Whether a transistor with a tin monoxide (SnO) channel can be switched off depends in part on how many carriers heat alone creates, and that number depends exponentially on the band gap. A process engineer who takes the gap from a standard density-functional calculation would conclude that SnO is a poor candidate, almost a semimetal. The same calculation gives a direct gap near 2 eV, which looks like that of an ordinary semiconductor. The decision hangs on the small gap, and that is the number that fails.

Band gaps of SnO (P4/nmm, 4 atoms) from VASP 6.6.1: plane-wave DFT with PAW potentials, without spin polarisation or spin-orbit coupling, at one fixed geometry. The plane-wave cutoff is 520 eV, the regular k mesh 8 × 8 × 6 and the Gaussian smearing 0.02 eV. The path for the gaps is Γ–X–M–Γ–Z–R–A–Z, X–R and M–A.

```
functional                            potentials  gap on path (eV)  direct gap on path (eV)
       LDA  VASP-PAW-LDA-potentials,-recommended             0.193                    1.954
       PBE  VASP-PAW-PBE-potentials,-recommended             0.152                    2.009
    PBEsol  VASP-PAW-PBE-potentials,-recommended             0.122                    1.935
    r2SCAN  VASP-PAW-PBE-potentials,-recommended             0.287                    2.331
    TB-mBJ  VASP-PAW-PBE-potentials,-recommended             0.357                    2.450
```

The "gap on path" is the smallest energy between filled and empty bands anywhere along the scanned lines in reciprocal space. The "direct gap on path" is the smallest such energy at one and the same k point. The first is much smaller in every row, so the gap of SnO is indirect. Measured values, roughly recalled, are 0.7 eV for the indirect gap and 2.7 eV for the direct one, the latter from optical absorption and so only loosely comparable. PBE finds about a fifth of the first and three quarters of the second.

That contrast doesn't mean that PBE treats the direct gap well. In eV it misses both by similar amounts, somewhat more than half an electronvolt. The difference lies in what the error is taken from. Call the direct gap D, the indirect gap I and their difference W:

I = D − W

W has a plain meaning. At the k point of the direct gap, the lowest empty band may lie above its own minimum and the highest filled band below its own maximum; W is the sum of these two distances, one of which can be zero. It can be large only if the band edges bend strongly through reciprocal space and reach their extrema at different k points.

Two limits show why this matters. If the bands were flat, W would vanish, both gaps would be equal, and an error of half an electronvolt on a gap of 2 eV would leave no doubt that the crystal is a semiconductor. If W were as large as D, the indirect gap would close, and the same error would decide between a semiconductor and a metal. SnO sits close to the second limit: in PBE, D is 2.009 eV and W is 1.857 eV, which leaves only 0.152 eV.

Chemistry makes such strong bending plausible. SnO is a layered crystal in which the lone pairs of tin point into the space between the layers, where tin orbitals of neighbouring layers overlap. Whether this overlap raises or lowers a level depends on the phase of the orbitals from cell to cell, and so the band edges move with k. This is general knowledge of the compound; the gaps alone don't tell which orbitals form the edges.

The error itself has a well-known origin. In exact theory the gap is the Kohn-Sham gap plus a jump of the exchange-correlation potential that occurs when an electron is added to the crystal. LDA, PBE and PBEsol build their potentials smoothly from the density and its gradient, and they lack this jump. r2SCAN and TB-mBJ also use the kinetic-energy density of the orbitals. r2SCAN can thereby recover part of the jump, while TB-mBJ is a potential designed to imitate its effect on gaps. Both widen the two gaps relative to the three simpler functionals, yet both still fall short of the measured values.

The failure can be recognised without any measurement. Between the lowest and the highest row the indirect gap grows almost threefold, the direct gap by only about a quarter. A result that changes by more than its own size when the functional is changed isn't yet a prediction. The comparison must include a functional of a different kind, however: LDA, PBE and PBEsol agree to about 0.07 eV because they share the same defect, and their agreement is false comfort.

One possible repair is to lift all empty bands by one constant, the scissor shift, until the direct gap is right, and then to read off the indirect gap. The table allows a test of this with TB-mBJ as the target. From PBE to TB-mBJ the direct gap opens by 2.450 − 2.009 = 0.441 eV. A rigid shift of that size would give an indirect gap of

0.152 + 0.441 = 0.593 eV,

whereas TB-mBJ itself gives 0.357 eV. The repair overshoots by about two thirds of the target value.

The reason is that W doesn't stay fixed. It is 0.236 eV larger in TB-mBJ than in PBE, so more than half of the opening of the direct gap never reaches the indirect one. r2SCAN behaves in the same way. These functionals therefore change the shape of the bands and not only their separation, as can happen when a new potential acts differently on states of different orbital character. Which band edge moves can't be read from two gaps. Nor does the test show that a rigid shift fails for the real crystal, because TB-mBJ is itself too low: the shifted value lies nearer to the rough measured indirect gap than TB-mBJ does. Shifting PBE to the rough measured direct gap would give an indirect gap of about 0.8 eV, somewhat too large. The output printed below runs the test in the opposite direction, from the indirect to the direct gap, with PBE as the reference and no adjustable constant.

The same relation explains an oddity among the simpler functionals. LDA has a smaller direct gap than PBE but a larger indirect one, because its W is smaller by 0.096 eV and its direct gap by only 0.055 eV. The cause of that smaller W stays open, since LDA was run with its own potentials. The order of these three rows also belongs to this one crystal structure. PBE would expand the cell and LDA would shrink it, and a changed layer spacing is expected to change the overlap between the layers and with it W.

For the transistor, the density of thermally created carriers varies as exp(−I/2kT), where k is Boltzmann's constant and T the temperature. At 300 K, and with equal band masses, PBE gives about fifty times as many carriers as TB-mBJ. Against the rough measured gap PBE is too high by a factor of some tens of thousands, and even TB-mBJ by several hundred. No row is good enough to judge the off state.

In practice, the carrier model should use a measured indirect gap, or one from a method that treats the addition and removal of electrons explicitly, such as a GW calculation. If a scissor shift is needed, it should be set on the indirect gap, because an error of 0.2 eV does far less harm to the direct one. The band edges deserve a fine search in k: with PBEsol the regular mesh gives a gap about a tenth larger than the path does. Spin-orbit coupling, left out here, should be added for an element as heavy as tin. It usually narrows gaps, so it is unlikely to supply what is missing.

The warning sign carries over to other semiconductors: compare I with the error to be expected of a simple functional, which is often about half an electronvolt and can be well over one. Where W nearly cancels D, a small computed gap is weak evidence for a small real one.

The analysis program printed:

```
Rigid shift test from PBE in eV:
     row  indirect change  direct change  direct minus indirect  rigid-shift direct gap  prediction less computed
     LDA            0.041         -0.055                  1.761                    2.05                     0.096
     PBE                0              0                  1.857                   2.009                         0
  PBEsol            -0.03         -0.074                  1.813                   1.979                     0.044
  r2SCAN            0.135          0.322                  2.044                   2.144                    -0.187
  TB-mBJ            0.205          0.441                  2.093                   2.214                    -0.236
Shortfall against rough recalled measured gaps:
     row  indirect missing eV  direct missing eV  indirect found percent  direct found percent
     LDA                0.507              0.746                   27.57                 72.37
     PBE                0.548              0.691                   21.71                 74.41
  PBEsol                0.578              0.765                   17.43                 71.67
  r2SCAN                0.413              0.369                      41                 86.33
  TB-mBJ                0.343               0.25                      51                 90.74
Sampling and carriers:
     row  mesh less path gap eV  intrinsic carrier factor relative to TB-mBJ at 300 K
     LDA                 0.0129                                                 23.85
     PBE                 0.0068                                                 52.71
  PBEsol                 0.0143                                                 94.17
  r2SCAN                -0.0003                                                 3.872
  TB-mBJ                -0.0002                                                     1
Spread of indirect gap over the rows in eV: 0.235
Largest over smallest indirect gap: 2.926
Spread of direct gap over the rows in eV: 0.515
Largest over smallest direct gap: 1.266
Direct change over indirect change from PBE to r2SCAN: 2.385
Direct change over indirect change from PBE to TB-mBJ: 2.151
Growth of direct minus indirect from PBE to TB-mBJ in percent: 12.71
Mesh less path gap of PBEsol in percent of its path gap: 11.72
Intrinsic carrier factor of PBE relative to the recalled gap at 300 K: 40086
Intrinsic carrier factor of TB-mBJ relative to the recalled gap at 300 K: 760.5
```
